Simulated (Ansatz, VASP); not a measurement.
**TaN: VASP beside Ansatz**

```xyz
2
Lattice="2.9380 0.0000 0.0000 -1.4690 2.5444 0.0000 0.0000 0.0000 2.8830" Properties=species:S:1:pos:R:3 pbc="T T T"
Ta    0.0566    1.7528    1.4415
N     0.0000    0.0000    0.0000
```

Alike in both runs: task electric field gradients; functional PBE; k mesh 12 × 12 × 10; occupations fermi-dirac, width 0.02 eV; no spin polarisation.

```csv
,VASP,Ansatz
version,VASP 6.6.1,Ansatz 0.2.0
potentials or method,"VASP PAW PBE potentials, release 64 (Ta_pv, N)","PAW with Ansatz's default frozen-core files, scalar-relativistic"
plane-wave cutoff (eV),520,420
valence electrons in the cell,16,18
```

```tsv
	VASP	Ansatz	Ansatz less VASP
pressure (GPa)	6.3	5.6	-0.72
largest component of the traceless stress (GPa)	1.53	1.42	-0.111
rms of the force components (eV/Å)	0.627	0.623	-0.0042
Vzz of the field gradient on the site that differs most (V/Å²)	-73.1	-94.1	-20.96
```

Atom by atom the forces differ by 0.004 eV/Å (rms over components). The two sets of potentials don't hold the same shells in valence. Ansatz warned: «gradients_without_spin_orbit».

Caveats: forces of over 1 eV/Å show positions far from the minimum, so gaps and moduli don't describe the material at rest. Spin-orbit coupling is left out, which matters for the levels of Ta.
